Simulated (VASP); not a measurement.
A run of VASP 6.6.1:

The input INCAR:

```
SYSTEM = Pb
  PREC = Accurate
  ENCUT = 520
  EDIFF = 1E-6
  ISMEAR = 0
  SIGMA = 0.011
  LREAL = .False.
  LASPH = .True.
  NELM = 100
  ALGO = Normal
  ISIF = 2
  LWAVE = .False.
  LCHARG = .True.
  GGA = PE
  LELF = .True.
  LVHAR = .True.
  NBANDS = 13
```

File KPOINTS:

```
regular mesh
0
Gamma
  9 9 9
  0 0 0
```

The input POSCAR:

```
Pb
1.0
    0.0000000000      2.4750200000      2.4750200000
    2.4750200000      0.0000000000      2.4750200000
    2.4750200000      2.4750200000      0.0000000000
Pb
1
Direct
    0.0000000000      0.0000000000      0.0000000000
```

Potentials or basis: VASP PAW PBE potentials, release 64 (Pb_d).

Launch:

```console
$ cat potpaw_PBE.64/Pb_d/POTCAR > POTCAR
$ mpirun -np 1 vasp_std > vasp.out
```

Hardware: 1 thread of Intel(R) Xeon(R) Platinum 8375C CPU @ 2.90GHz (Ice Lake) (shared host).

Task: How long does it take, and how much memory?

Result: Wall time 14 s on 1 thread of Intel(R) Xeon(R) Platinum 8375C CPU @ 2.90GHz (Ice Lake), with other jobs on the host, peak memory 0.16 GiB. Counts: scf iterations 10, k points 35.
